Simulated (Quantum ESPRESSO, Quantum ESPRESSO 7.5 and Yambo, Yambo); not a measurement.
# LiBr (Fm-3m): G0W0 with Yambo, start to end

Wanted: ground state, empty states, screening and self-energy for LiBr (Fm-3m).

Method: PBE and many-body steps on it, plane waves, in Quantum ESPRESSO 7.5 and Yambo 5.3.0.

Most raw output is cut from this account.

## (1) Set-up

It takes space group Fm-3m (No. 225, cubic). Conventional cell: a = 5.501 Å, b = 5.501 Å, c = 5.501 Å, α = 90.00°, β = 90.00°, γ = 90.00°. Li has 6 Br at 2.75 Å nearest. Nearest to Br lie 6 Li at 2.75 Å. Farther neighbours and most contacts between anions are not listed.

The cell and positions come from the Crystallography Open Database and are kept as given unless a step says otherwise.

## (2) Ground state

This step: Quantum ESPRESSO 7.5; DFT, PBE, plane waves, norm-conserving pseudopotentials.

The ground-state density comes first.

pw.in reads:

```
&control
  calculation = 'scf'
  prefix = 'x'
  outdir = 'o'
  pseudo_dir = 'pseudo'
/
&system
  ibrav = 0
  nat = 2
  ntyp = 2
  ecutwfc = 76.0
  nbnd = 15
  force_symmorphic = .true.
/
&electrons
  conv_thr = 1e-10
  electron_maxstep = 80
  mixing_beta = 0.5
/
ATOMIC_SPECIES
  Li 6.94 Li.upf
  Br 79.904 Br.upf
CELL_PARAMETERS angstrom
  0.0000000000 2.7506500000 2.7506500000
  2.7506500000 0.0000000000 2.7506500000
  2.7506500000 2.7506500000 0.0000000000
ATOMIC_POSITIONS crystal
  Li 0.0000000000 0.0000000000 0.0000000000
  Br 0.5000000000 0.5000000000 0.5000000000
K_POINTS automatic
  6 6 6 0 0 0
```

The run is started by

```sh
$ OMP_NUM_THREADS=1 mpirun -n 4 pw.x -nk 4 -in pw.in > pw.out
```

Wall time 5.3 s (4 MPI ranks of Arm Neoverse V1, shared host); peak memory 0.24 GiB.

Numbers from this step:

| Item | Value |
| --- | --- |
| total energy | -3882.9009 eV |
| gap | 4.938 eV |
| k of the valence top | 0, 0, 0 |
| k of the conduction bottom | 0, 0, 0 |
| least direct gap | 4.938 eV |

The gap is direct, at Γ.

## (3) Bands along the symmetry lines

The cheap functional maps the bands first; the places of the edges decide which points the dearer methods must see.

pw.in reads:

```
&control
  calculation = 'bands'
  prefix = 'x'
  outdir = 'o'
  pseudo_dir = 'pseudo'
/
&system
  ibrav = 0
  nat = 2
  ntyp = 2
  ecutwfc = 76.0
  nbnd = 16
  force_symmorphic = .true.
/
&electrons
  conv_thr = 1e-9
  electron_maxstep = 80
  diago_full_acc = .true.
  diago_thr_init = 5e-6
/
ATOMIC_SPECIES
  Li 6.94 Li.upf
  Br 79.904 Br.upf
CELL_PARAMETERS angstrom
  0.0000000000 2.7506500000 2.7506500000
  2.7506500000 0.0000000000 2.7506500000
  2.7506500000 2.7506500000 0.0000000000
ATOMIC_POSITIONS crystal
  Li 0.0000000000 0.0000000000 0.0000000000
  Br 0.5000000000 0.5000000000 0.5000000000
K_POINTS crystal
  50
  0.00000000 0.00000000 0.00000000 1
  0.06250000 0.00000000 0.06250000 1
  0.12500000 0.00000000 0.12500000 1
  0.18750000 0.00000000 0.18750000 1
  0.25000000 0.00000000 0.25000000 1
  0.31250000 0.00000000 0.31250000 1
  0.37500000 0.00000000 0.37500000 1
  0.43750000 0.00000000 0.43750000 1
  0.50000000 0.00000000 0.50000000 1
  0.51562500 0.03125000 0.51562500 1
  0.53125000 0.06250000 0.53125000 1
  0.54687500 0.09375000 0.54687500 1
  0.56250000 0.12500000 0.56250000 1
  0.57812500 0.15625000 0.57812500 1
  0.59375000 0.18750000 0.59375000 1
  0.60937500 0.21875000 0.60937500 1
  0.62500000 0.25000000 0.62500000 1
  0.37500000 0.37500000 0.75000000 1
  0.32812500 0.32812500 0.65625000 1
  0.28125000 0.28125000 0.56250000 1
  0.23437500 0.23437500 0.46875000 1
  0.18750000 0.18750000 0.37500000 1
  0.14062500 0.14062500 0.28125000 1
  0.09375000 0.09375000 0.18750000 1
  0.04687500 0.04687500 0.09375000 1
  0.00000000 0.00000000 0.00000000 1
  0.06250000 0.06250000 0.06250000 1
  0.12500000 0.12500000 0.12500000 1
  0.18750000 0.18750000 0.18750000 1
  0.25000000 0.25000000 0.25000000 1
  0.31250000 0.31250000 0.31250000 1
  0.37500000 0.37500000 0.37500000 1
  0.43750000 0.43750000 0.43750000 1
  0.50000000 0.50000000 0.50000000 1
  0.50000000 0.46875000 0.53125000 1
  0.50000000 0.43750000 0.56250000 1
  0.50000000 0.40625000 0.59375000 1
  0.50000000 0.37500000 0.62500000 1
  0.50000000 0.34375000 0.65625000 1
  0.50000000 0.31250000 0.68750000 1
  0.50000000 0.28125000 0.71875000 1
  0.50000000 0.25000000 0.75000000 1
  0.50000000 0.21875000 0.71875000 1
  0.50000000 0.18750000 0.68750000 1
  0.50000000 0.15625000 0.65625000 1
  0.50000000 0.12500000 0.62500000 1
  0.50000000 0.09375000 0.59375000 1
  0.50000000 0.06250000 0.56250000 1
  0.50000000 0.03125000 0.53125000 1
  0.50000000 0.00000000 0.50000000 1
```

Wall time 4.3 s (4 MPI ranks); peak memory 0.21 GiB; 17 s of CPU time.

Numbers from this step:

| Property | Result |
| --- | --- |
| gap | 4.933 eV |
| k of the valence top | 0.0938, 0.0938, 0.1875 |
| k of the conduction bottom | 0, 0, 0 |
| least direct gap | 4.938 eV |

The gap is 4.933 eV, −0.005 eV from the run before at this level.

Electronic bands along the path, in eV, zero at the top of the highest filled band:

```csv
point,band 7,band 8,band 9,band 10,band 11,band 12,band 13,band 14
Γ,-13.44,0.00,0.00,0.00,4.93,10.52,10.52,10.52
halfway,-13.13,-1.59,-0.62,-0.62,7.16,8.25,8.36,11.05
X,-12.78,-2.88,-1.14,-1.14,6.24,7.12,11.61,12.43
halfway,-12.78,-2.78,-1.38,-1.06,6.43,7.55,11.30,11.59
U,-12.80,-2.49,-1.85,-0.86,6.64,8.73,10.30,10.57
jump to K,-12.80,-2.49,-1.85,-0.86,6.64,8.73,10.30,10.57
halfway,-13.12,-1.81,-0.90,-0.09,6.72,8.86,8.96,9.34
Γ,-13.44,0.00,0.00,0.00,4.93,10.52,10.52,10.52
halfway,-13.22,-1.68,-0.14,-0.14,5.97,9.20,9.20,9.74
L,-12.97,-2.88,-0.27,-0.27,5.63,8.11,8.11,11.75
halfway,-12.88,-2.60,-1.34,-0.61,7.06,7.88,9.22,10.67
W,-12.78,-2.14,-2.14,-1.14,8.01,8.57,9.45,9.45
halfway,-12.78,-2.68,-1.47,-1.14,6.76,7.83,10.60,10.99
X,-12.78,-2.88,-1.14,-1.14,6.24,7.12,11.61,12.43
```

## (4) Empty states on the mesh, 4×4×4 mesh, 104 bands

The sums over transitions need many empty states on a uniform mesh; this step solves for them.

pw.in reads:

```
&control
  calculation = 'nscf'
  prefix = 'x'
  outdir = 'o'
  pseudo_dir = 'pseudo'
/
&system
  ibrav = 0
  nat = 2
  ntyp = 2
  ecutwfc = 76.0
  nbnd = 104
  force_symmorphic = .true.
/
&electrons
  conv_thr = 1e-9
  electron_maxstep = 80
  diago_full_acc = .true.
  diago_thr_init = 5e-6
/
ATOMIC_SPECIES
  Li 6.94 Li.upf
  Br 79.904 Br.upf
CELL_PARAMETERS angstrom
  0.0000000000 2.7506500000 2.7506500000
  2.7506500000 0.0000000000 2.7506500000
  2.7506500000 2.7506500000 0.0000000000
ATOMIC_POSITIONS crystal
  Li 0.0000000000 0.0000000000 0.0000000000
  Br 0.5000000000 0.5000000000 0.5000000000
K_POINTS automatic
  4 4 4 0 0 0
```

The job ended after 6.3 s (4 MPI ranks; peak memory 0.31 GiB).

Numbers from this step:

```yaml
gap: 4.938 eV
k_of_the_valence_top: 0, 0, 0
k_of_the_conduction_bottom: 0, 0, 0
least_direct_gap: 4.938 eV
k_points_computed: 8
lowest_point_of_the_top_converged_band_above_the_valence_top: 91.8392 eV
```

On this mesh the gap is 4.938 eV.

## (5) Conversion and set-up

This step: Yambo 5.3.0; conversion and set-up on PBE, plane waves, norm-conserving pseudopotentials.

The states are converted to the many-body program's format and the q mesh is built.

The run is started by

```sh
$ (cd o/x.save; p2y > p2y.log; mv SAVE ../..); yambo > setup.log
```

Wall time 2.4 s (1 MPI rank); peak memory 0.24 GiB.

## (6) Screening and self-energy, 4×4×4 mesh, 104 bands, screening to 163.3 eV

G0W0 replaces the xc potential by the self-energy, built once from these orbitals. Only a window of levels is corrected, while the sums run over the empty bands that the input names.

This step: G0W0 on PBE, plane waves, norm-conserving pseudopotentials.

gw1.in reads:

```
HF_and_locXC
gw0
dyson
ppa
em1d
rim_cut
RandQpts= 1000000
RandGvec= 1 RL
EXXRLvcs= 76 Ry
VXCRLvcs= 304 Ry
Chimod= "HARTREE"
% BndsRnXp
 1 | 104 |
%
NGsBlkXp= 12 Ry
% LongDrXp
 1 | 1 | 1 |
%
% GbndRnge
 1 | 104 |
%
DysSolver= "n"
ExtendOut
PPAPntXp= 27.21138 eV
% QPkrange
 1 | 1 | 9 | 12 |
%
```

The run is started by

```sh
$ OMP_NUM_THREADS=1 mpirun -n 4 yambo -F gw1.in -J gw1 -C gw1 > gw1.log
```

It took 47 s on 4 MPI ranks; peak memory 1.4 GiB; 3.1 min of CPU time.

Numbers from this step:

* G0W0 gap on the points computed: 7.834 eV
* starting gap on the mesh: 4.938 eV
* k of the valence top: 0, 0, 0
* k of the conduction bottom: 0, 0, 0
* least direct G0W0 gap on the computed points: 7.834 eV
* Z at the valence top: 0.8190
* Z at the conduction bottom: 0.8481

The gap on the mesh goes from 4.94 eV to 7.83 eV, a correction of +2.90 eV.

Limits: finite bands, cutoff and mesh; no spin-orbit coupling; coarse k mesh. v1 is the top filled band, c1 the lowest empty one. Levels before and after the correction, in eV, zero at the valence-band top of each column:

```csv
,conduction bottom,valence top
Kohn-Sham,4.94,0.00
G0W0,7.83,0.00
```

```csv
,level,energy (eV)
Kohn-Sham,Γ v2-v1,0.000
Kohn-Sham,Γ c1,4.938
Kohn-Sham,Γ c2,10.521
G0W0,Γ v2-v1,0.000
G0W0,Γ c1,7.834
G0W0,Γ c2,14.026
```

## (7) Where the time went

Times are wall times on the hardware named with each run, good to a factor of about two.

```csv
step,time,share,memory (GiB)
ground state,5.3 s,8 %,0.24
bands along the symmetry lines,4.3 s,7 %,0.21
empty states on the mesh,6.3 s,10 %,0.31
conversion and set-up,2.4 s,4 %,0.24
screening and self-energy,47 s,72 %,1.4
```

## (8) Outcome

| Property | Result |
| --- | --- |
| PBE gap | 4.93 eV, indirect (only 5 meV under the direct gap) |
| G0W0 gap on the mesh | 7.83 eV |
| GW settings | 4×4×4 mesh, 104 bands, screening to 163.3 eV, Godby-Needs plasmon pole |
| known limits | not at the basis limit; no spin-orbit coupling; coarse k mesh |

**Reading.** G0W0 moves the gap on the mesh from 4.94 eV to 7.83 eV (+2.90 eV), with Z of 0.82 and 0.85 at the edges. Only 1 of the mesh's irreducible points was corrected, so a valley elsewhere could overtake. The dearest step here is «screening and self-energy». Bands and cutoff are finite, so the gap is not at the basis limit. The miss can reach some tenths of an eV and take either sign; the mesh is an error of its own. In the G0W0 run levels were corrected at 1 k point alone, so a gap called «on the mesh» is the least over those, and an edge elsewhere would be missed. The 4×4×4 mesh is coarse for this cell, which bears on the long-range parts of exchange and screening. The many-body steps are scalar-relativistic: spin-orbit coupling is not in them.

[Paths, hosts, dates, memory and timing lines, banners, echoed tables and standing remarks are left out of the program output.]

[Logs are printed without paths, hosts, clocks, repeated set-up lines and the standing remarks that a program may print on its own settings, such as how far it seeks lower states.]

[Runs of the session that timed out or met a known fault of the program may be left out.]

[Hosts, paths, dates, database ids (printed as entryN), source tags and the programs' standing remarks are cut or masked in the printed files.]
